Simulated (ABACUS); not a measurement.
# K (Im-3m) in ABACUS: equation of state

How stiff is K in PBE, and what volume does it want? The cell is scaled to several volumes.

Program: ABACUS 3.10.1. These are calculated values, not measurements. Logs are shortened: lines on timing, memory, paths and dates and some standing lists are left out, and cuts for length are marked.

## (1) The structure

It takes space group Im-3m (No. 229, cubic). Conventional cell: a = 5.395 Å, b = 5.395 Å, c = 5.395 Å, α = 90.00°, β = 90.00°, γ = 90.00°.

## (2) Equation of state, PBE, 73.81 Å³/atom (volume scaled by 0.94)

File INPUT:

```
INPUT_PARAMETERS
suffix              K
calculation         scf
basis_type          pw
pseudo_dir          ./
symmetry            1
dft_functional      pbe
ecutwfc             74
pseudo_rcut         10
nspin               1
nbands              9
ks_solver           dav
smearing_method     fd
smearing_sigma      0.00367493
scf_thr             1e-08
scf_nmax            100
mixing_type         broyden
mixing_beta         0.7
cal_force           1
cal_stress          1
kpar                4
```

File STRU:

```
ATOMIC_SPECIES
K 39.0983 K.upf

LATTICE_CONSTANT
1.8897261246

LATTICE_VECTORS
-2.6424908504 2.6424908504 2.6424908504
2.6424908504 -2.6424908504 2.6424908504
2.6424908504 2.6424908504 -2.6424908504

ATOMIC_POSITIONS
Direct

K
0.0
1
0.0000000000 0.0000000000 0.0000000000 1 1 1
```

File KPT:

```
K_POINTS
0
Gamma
7 7 7 0 0 0
```

Potentials or basis: PseudoDojo NC SR 0.4.1 PBE standard, plane waves.

The run is started by

```sh
> OMP_NUM_THREADS=1 mpirun -np 4 abacus > log
```

running log:

```text
ABACUS v3.10.1

               Atomic-orbital Based Ab-initio Computation at UStc

 ------------------------------------------------------------------------------------

 READING GENERAL INFORMATION
                           global_out_dir = OUT.K/
                           global_in_card = INPUT
                               pseudo_dir = ./
                              orbital_dir =
                                    DSIZE = 4
                                    GSIZE = 1

 READING UNITCELL INFORMATION
                                    ntype = 1
                  lattice constant (Bohr) = 1.88973
              lattice constant (Angstrom) = 1

 READING ATOM TYPE 1
                               atom label = K
                      L=0, number of zeta = 1
                      L=1, number of zeta = 1
                      L=2, number of zeta = 1
             number of atom for this type = 1

                        TOTAL ATOM NUMBER = 1
DIRECT COORDINATES
    atom                   x                   y                   z     mag                  vx                  vy                  vz
taud_K1            0.0000000000        0.0000000000        0.0000000000  0.0000        0.0000000000        0.0000000000        0.0000000000

                          Volume (Bohr^3) = 498.078
                             Volume (A^3) = 73.8074

 Lattice vectors: (Cartesian coordinate: in unit of a_0)
             -2.64249            +2.64249            +2.64249
             +2.64249            -2.64249            +2.64249
             +2.64249            +2.64249            -2.64249
 Reciprocal vectors: (Cartesian coordinate: in unit of 2 pi/a_0)
                   +0           +0.189215           +0.189215
            +0.189215                  +0           +0.189215
            +0.189215           +0.189215                  +0
 The esolver type has been set to : ksdft_pw

                PAO radial cut off (Bohr) = 10

 Read in pseudopotential file is K.upf
                     pseudopotential type = NC
          exchange-correlation functional = PBE
                 nonlocal core correction = 1
                        valence electrons = 9
                                     lmax = 2
                           number of zeta = 3
                     number of projectors = 6
                           L of projector = 0
                           L of projector = 0
                           L of projector = 1
                           L of projector = 1
                           L of projector = 2
                           L of projector = 2
     initial pseudo atomic orbital number = 5

 SETUP THE ELECTRONS NUMBER
             electron number of element K = 9
       total electron number of element K = 9
            AUTOSET number of electrons:  = 9
                           occupied bands = 5
                                   NBANDS = 9
                                   NLOCAL = 9

%%%%%%%%%%%%%%%%%%%%%%%%%%%%%%%%%%%%%%%%%%%%%%%%%%%%%%%%%%%%%%%%%%%%%%%%%%%%%%%%%%%%%%%%%%%%%%%%%%%%%%%%%%
 Warning: the number of valence electrons in pseudopotential > 1 for K: [Ar] 4s1
 Pseudopotentials with additional electrons can yield (more) accurate outcomes, but may be less efficient.
 If you're confident that your chosen pseudopotential is appropriate, you can safely ignore this warning.
%%%%%%%%%%%%%%%%%%%%%%%%%%%%%%%%%%%%%%%%%%%%%%%%%%%%%%%%%%%%%%%%%%%%%%%%%%%%%%%%%%%%%%%%%%%%%%%%%%%%%%%%%%

 SETUP THE PLANE WAVE BASIS
 energy cutoff for charge/potential (unit:Ry) = 296
            fft grid for charge/potential = [ 48, 48, 48 ]
                        fft grid division = [ 1, 1, 1 ]
        big fft grid for charge/potential = [ 48, 48, 48 ]
                                     nbxx = 110592
                                     nrxx = 110592

 SETUP PLANE WAVES FOR CHARGE/POTENTIAL
                    number of plane waves = 42891
                         number of sticks = 1657

 PARALLEL PW FOR CHARGE/POTENTIAL
     PROC   COLUMNS(POT)             PW
        1           1657          42891
 --------------- sum -------------------
        1           1657          42891
                            number of |g| = 345
                                  max |g| = 26.7086
                                  min |g| = 0

----------- Double Check Mixing Parameters Begin ------------
mixing_type: broyden
mixing_beta: 0.7
mixing_gg0: 1
mixing_gg0_min: 0.1
mixing_ndim: 8
----------- Double Check Mixing Parameters End ------------

 LATTICE VECTORS: (CARTESIAN COORDINATE: IN UNIT OF A0)
             -2.64249            +2.64249            +2.64249
             +2.64249            -2.64249            +2.64249
             +2.64249            +2.64249            -2.64249
                       right hand lattice = 1
                                   NORM_A = 4.57693
                                   NORM_B = 4.57693
                                   NORM_C = 4.57693
                           ALPHA (DEGREE) = 109.471
                           BETA  (DEGREE) = 109.471
                           GAMMA (DEGREE) = 109.471

 The lattice vectors have been changed (STRU_SIMPLE.cif)

(for optimal symmetric configuration:)
                             BRAVAIS TYPE = 2
                     BRAVAIS LATTICE NAME = 02. Cubic I (body-centered)
                                    ibrav = 2
                                    IBRAV = 2
                                  BRAVAIS = BODY CENTERED CUBIC
                       LATTICE CONSTANT A = 5.28498
Original cell was already a primitive cell.
                        ROTATION MATRICES = 48
              PURE POINT GROUP OPERATIONS = 48
                   SPACE GROUP OPERATIONS = 48
                              POINT GROUP = O_h
               POINT GROUP IN SPACE GROUP = O_h

 SETUP K-POINTS
                                    nspin = 1
                   Input type of k points = Monkhorst-Pack(Gamma)
                                   nkstot = 343
                       right hand lattice = 1
(for reciprocal lattice: )
                             BRAVAIS TYPE = 3
                     BRAVAIS LATTICE NAME = 03. Cubic F (face-centered)
                                    ibrav = 3
                       right hand lattice = 1
(for k-lattice: )
                             BRAVAIS TYPE = 3
                     BRAVAIS LATTICE NAME = 03. Cubic F (face-centered)
                                    ibrav = 3
                       right hand lattice = 1
                        ROTATION MATRICES = 48
                               nkstot_ibz = 20
K-POINTS REDUCTION ACCORDING TO SYMMETRY
     IBZ    DIRECT_X    DIRECT_Y    DIRECT_Z  WEIGHT  ibz2bz
       1  0.00000000  0.00000000  0.00000000  0.0029       0
       2 -0.14285714  0.14285714  0.00000000  0.0350       1
       3 -0.28571429  0.28571429  0.00000000  0.0350       2
       4 -0.42857143  0.42857143  0.00000000  0.0350       3
       5 -0.14285714 -0.14285714  0.28571429  0.0700       8
       6 -0.14285714 -0.28571429  0.42857143  0.1399       9
[... 12 lines left out ...]
      19  0.42857143  0.42857143  0.42857143  0.0233     130
      20 -0.42857143  0.42857143  0.42857143  0.0175     172

                               nkstot now = 20
[... K-POINTS DIRECT COORDINATES: 20 rows ...]

           k-point number in this process = 5
       minimum distributed K point number = 5
[... stars of the k points ...]

[... K-POINTS CARTESIAN COORDINATES: 5 rows ...]

[... K-POINTS DIRECT COORDINATES: 5 rows ...]

 SETUP PLANE WAVES FOR WAVE FUNCTIONS
     energy cutoff for wavefunc (unit:Ry) = 74
              fft grid for wave functions = [ 48, 48, 48 ]
                    number of plane waves = 6051
                         number of sticks = 451

 PARALLEL PW FOR WAVE FUNCTIONS
     PROC   COLUMNS(POT)             PW
        1            451           6051
 --------------- sum -------------------
        1            451           6051

 SETUP NONLOCAL PSEUDOPOTENTIALS IN PLANE WAVE BASIS
 K non-local projectors:
 projector 1 L=0
 projector 2 L=0
 projector 3 L=1
 projector 4 L=1
 projector 5 L=2
 projector 6 L=2
      TOTAL NUMBER OF NONLOCAL PROJECTORS = 18

 Init Non-Local PseudoPotential table :
 Init Non-Local-Pseudopotential done.

                                     npwx = 5425

 Make real space PAO into reciprocal space.
       max mesh points in Pseudopotential = 1001
     dq(describe PAO in reciprocal space) = 0.01
                                    max q = 1037

 number of pseudo atomic orbitals for K is 3
WARNING: norm of atomic wavefunction # 3 of atomic type K is 0.990334, renormalized

 -------------------------------------------
 SELF-CONSISTENT
 -------------------------------------------
                                 init_chg = atomic

 PW ALGORITHM --------------- ION=   1  ELEC=   1--------------------------------
 Notice: Threshold on eigenvalues was too large.
 hsover_error=0.09 > DRHO=0.00129301
 Origin diag ethr = 0.01
 New diag ethr = 1.43667e-05

 Density error is 0.00127211684639
                          Error Threshold = 1.43667305014e-05
----------------------------------------------------------
     Energy           Rydberg                 eV
----------------------------------------------------------
 E_KohnSham     -60.1102191141       -817.8414879806
 E_Harris       -60.3461095957       -821.0509426336
 E_Fermi        0.1354528969         1.8429312089
----------------------------------------------------------
[... 39 lines left out ...]
 Density error is 6.28288444036e-09
                          Error Threshold = 8.24167588896e-10
----------------------------------------------------------
     Energy           Rydberg                 eV
----------------------------------------------------------
 E_KohnSham     -60.1103857401       -817.8437550427
 E_KS(sigma->0) -60.1101293041       -817.8402660528
 E_Harris       -60.1103094812       -817.8427174876
 E_band         -10.4864361566       -142.6752834434
 E_one_elec     -36.9892894564       -503.2651015780
 E_Hartree      19.1065349964        259.9577449869
 E_xc           -12.7114529298       -172.9481897044
 E_Ewald        -29.5156654783       -401.5812307673
 E_entropy(-TS) -0.0005128719        -0.0069779799
 E_descf        0.0000000000         0.0000000000
 E_exx          0.0000000000         0.0000000000
 E_Fermi        0.1305770201         1.7765915011
----------------------------------------------------------

 charge density convergence is achieved
 final etot is -817.84375504 eV
 EFERMI = 1.7765915011 eV

 STATE ENERGY(eV) AND OCCUPATIONS    NSPIN == 1
 1/5 kpoint (Cartesian) = 0.0000 0.0000 0.0000 (5425 pws)
       1       -30.3483     0.00583090
       2       -13.7984     0.00583090
       3       -13.7984     0.00583090
       4       -13.7984     0.00583090
       5      -0.364943     0.00583090
       6        6.06790    3.10410e-40
       7        6.06790    3.10410e-40
       8        6.06790    3.10410e-40
       9        6.96203    5.31592e-48
[... 34 lines left out ...]
 5/5 kpoint (Cartesian) = 0.027031 0.027031 -0.054062 (5329 pws)
       1       -30.3463       0.139942
       2       -13.8305       0.139942
       3       -13.8076       0.139942
       4       -13.8013       0.139942
       5       0.373119       0.139942
       6        4.92286    6.57365e-29
       7        5.22192    1.66042e-31
       8        6.57826    2.74891e-43
       9        6.58326    2.48762e-43

------------------------------------------------------------------------------------------
 TOTAL-FORCE (eV/Angstrom)
------------------------------------------------------------------------------------------
                        K1         0.0000000000         0.0000000000         0.0000000000
------------------------------------------------------------------------------------------

----------------------------------------------------------------
 TOTAL-STRESS (KBAR)
----------------------------------------------------------------
        -0.0628592619        -0.0000000000        -0.0000000000
        -0.0000000000        -0.0628592619         0.0000000000
         0.0000000000         0.0000000000        -0.0628592619
----------------------------------------------------------------
 TOTAL-PRESSURE: -0.062859 KBAR

 --------------------------------------------
 !FINAL_ETOT_IS -817.8437550427163387 eV
 --------------------------------------------
```

Run time: 5.4 s. Hardware: 4 MPI ranks of Intel Xeon Platinum 8488C (Sapphire Rapids), shared host; peak memory 0.36 GiB.

Results:

```yaml
Free_energy: -817.8438 eV
Pressure: 0.0 GPa
Band_gap_on_the_k_mesh: none (metal or under the smearing width)
```

## (3) Equation of state, PBE, 75.38 Å³/atom (volume scaled by 0.96)

INPUT is that of step 2.

File STRU:

```
ATOMIC_SPECIES
K 39.0983 K.upf

LATTICE_CONSTANT
1.8897261246

LATTICE_VECTORS
-2.6611005540 2.6611005540 2.6611005540
2.6611005540 -2.6611005540 2.6611005540
2.6611005540 2.6611005540 -2.6611005540

ATOMIC_POSITIONS
Direct

K
0.0
1
0.0000000000 0.0000000000 0.0000000000 1 1 1
```

KPT is that of step 2.

Potentials or basis: PseudoDojo NC SR 0.4.1 PBE standard, plane waves.

The run is started by

```sh
> OMP_NUM_THREADS=1 mpirun -np 4 abacus > log
```

Run time: 5.4 s. Hardware: 4 MPI ranks of Intel Xeon Platinum 8488C (Sapphire Rapids), shared host; peak memory 0.36 GiB.

Results (log left out):

```
Free energy            : -817.8433 eV
Pressure               : -0.1 GPa
Band gap on the k mesh : none (metal or under the smearing width)
```

## (4) Equation of state, PBE, 76.95 Å³/atom (volume scaled by 0.98)

INPUT is that of step 3.

File STRU:

```
ATOMIC_SPECIES
K 39.0983 K.upf

LATTICE_CONSTANT
1.8897261246

LATTICE_VECTORS
-2.6794535516 2.6794535516 2.6794535516
2.6794535516 -2.6794535516 2.6794535516
2.6794535516 2.6794535516 -2.6794535516

ATOMIC_POSITIONS
Direct

K
0.0
1
0.0000000000 0.0000000000 0.0000000000 1 1 1
```

KPT is that of step 3.

The run is started by

```sh
> OMP_NUM_THREADS=1 mpirun -np 4 abacus > log
```

It took 5.5 s on 4 MPI ranks of Intel Xeon Platinum 8488C (Sapphire Rapids), shared host; peak memory 0.36 GiB.

It converged, with:

```yaml
Free_energy: -817.8422 eV
Pressure: -0.1 GPa
Band_gap_on_the_k_mesh: none (metal or under the smearing width)
```

## (5) Equation of state, PBE, 78.52 Å³/atom

INPUT is that of step 4.

File STRU:

```
ATOMIC_SPECIES
K 39.0983 K.upf

LATTICE_CONSTANT
1.8897261246

LATTICE_VECTORS
-2.6975585167 2.6975585167 2.6975585167
2.6975585167 -2.6975585167 2.6975585167
2.6975585167 2.6975585167 -2.6975585167

ATOMIC_POSITIONS
Direct

K
0.0
1
0.0000000000 0.0000000000 0.0000000000 1 1 1
```

KPT is that of step 4.

The run is started by

```sh
> OMP_NUM_THREADS=1 mpirun -np 4 abacus > log
```

It took 6.2 s on 4 MPI ranks of Intel Xeon Platinum 8488C (Sapphire Rapids), shared host; peak memory 0.4 GiB.

Results (log left out):

| Item | Value |
| --- | --- |
| Free energy | -817.8405 eV |
| Pressure | -0.2 GPa |
| Band gap on the k mesh | none (metal or under the smearing width) |

## (6) Equation of state, PBE, 80.09 Å³/atom (volume scaled by 1.02)

INPUT is that of step 5.

File STRU:

```
ATOMIC_SPECIES
K 39.0983 K.upf

LATTICE_CONSTANT
1.8897261246

LATTICE_VECTORS
-2.7154236633 2.7154236633 2.7154236633
2.7154236633 -2.7154236633 2.7154236633
2.7154236633 2.7154236633 -2.7154236633

ATOMIC_POSITIONS
Direct

K
0.0
1
0.0000000000 0.0000000000 0.0000000000 1 1 1
```

KPT is that of step 5.

Potentials or basis: PseudoDojo NC SR 0.4.1 PBE standard, plane waves.

The run is started by

```sh
> OMP_NUM_THREADS=1 mpirun -np 4 abacus > log
```

Wall time 5.6 s (4 MPI ranks of Intel Xeon Platinum 8488C (Sapphire Rapids), shared host); peak memory 0.4 GiB.

Results (log left out):

- Free energy: -817.8383 eV
- Pressure: -0.3 GPa
- Band gap on the k mesh: none (metal or under the smearing width)

## (7) Equation of state, PBE, 81.66 Å³/atom (volume scaled by 1.04)

INPUT is that of step 6.

File STRU:

```
ATOMIC_SPECIES
K 39.0983 K.upf

LATTICE_CONSTANT
1.8897261246

LATTICE_VECTORS
-2.7330567785 2.7330567785 2.7330567785
2.7330567785 -2.7330567785 2.7330567785
2.7330567785 2.7330567785 -2.7330567785

ATOMIC_POSITIONS
Direct

K
0.0
1
0.0000000000 0.0000000000 0.0000000000 1 1 1
```

KPT is that of step 6.

The run is started by

```sh
> OMP_NUM_THREADS=1 mpirun -np 4 abacus > log
```

It took 5.8 s on 4 MPI ranks of Intel Xeon Platinum 8488C (Sapphire Rapids), shared host; peak memory 0.4 GiB.

The run converged. Its results:

- Free energy: -817.8356 eV
- Pressure: -0.3 GPa
- Band gap on the k mesh: none (metal or under the smearing width)

## (8) Equation of state, PBE, 83.23 Å³/atom (volume scaled by 1.06)

INPUT is that of step 7.

File STRU:

```
ATOMIC_SPECIES
K 39.0983 K.upf

LATTICE_CONSTANT
1.8897261246

LATTICE_VECTORS
-2.7504652529 2.7504652529 2.7504652529
2.7504652529 -2.7504652529 2.7504652529
2.7504652529 2.7504652529 -2.7504652529

ATOMIC_POSITIONS
Direct

K
0.0
1
0.0000000000 0.0000000000 0.0000000000 1 1 1
```

KPT is that of step 7.

The run is started by

```sh
> OMP_NUM_THREADS=1 mpirun -np 4 abacus > log
```

Wall time 5.8 s (4 MPI ranks of Intel Xeon Platinum 8488C (Sapphire Rapids), shared host); peak memory 0.4 GiB.

The run converged. Its results:

```yaml
Free_energy: -817.8324 eV
Pressure: -0.3 GPa
Band_gap_on_the_k_mesh: none (metal or under the smearing width)
```

## (9) Equation of state, PBE

Potentials or basis: PseudoDojo NC SR 0.4.1 PBE standard, plane waves.

This step only gathers the single runs of the series.

What came out:

```
Equilibrium volume : 73.67 Å³/atom (rough: see the caveat)
Bulk modulus       : 3.6 GPa (rough)
```

Energy against volume, from the lowest point:
| volume (Å³/atom) | energy (meV/atom) |
| --- | --- |
| 73.807 | 0.00 |
| 75.378 | 0.42 |
| 76.948 | 1.52 |
| 78.519 | 3.22 |
| 80.089 | 5.46 |
| 81.659 | 8.20 |
| 83.230 | 11.39 |

Caveat: the minimum lies outside the volumes run.
